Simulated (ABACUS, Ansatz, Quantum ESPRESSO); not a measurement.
## One calculation of Li2Se, 3 ways

```
CELL_PARAMETERS angstrom
0.00000 3.00250 3.00250
3.00250 0.00000 3.00250
3.00250 3.00250 0.00000
ATOMIC_POSITIONS crystal
Se 0.00000 0.00000 0.00000
Li 0.75000 0.75000 0.75000
Li 0.25000 0.25000 0.25000
```

Alike in all runs: task equation of state; functional PBE; k mesh 8 × 8 × 8; occupations fermi-dirac, width 0.05 eV; no spin polarisation; no spin-orbit coupling.

```
                                  program and potentials  plane-wave cutoff (eV)  notes  equilibrium volume (Å³/atom)  bulk modulus (GPa)
                                      Ansatz, Ansatz PAW                     420      -                         18.06                33.7
               Quantum ESPRESSO, SSSP 1.3 efficiency PBE                     748      -                         18.08                33.7
ABACUS, PseudoDojo NC SR 0.4.1 PBE standard, plane waves                    1184      -                         18.07                33.7
```

The equilibrium volume spans 18.06 (Ansatz, Ansatz PAW) to 18.08 Å³/atom (Quantum ESPRESSO, SSSP 1.3 efficiency PBE). All agree on the bulk modulus.

The functional is the same throughout but for its coding, so the spread measures potentials, basis and numerics; runs on potential files found faulty are left out.
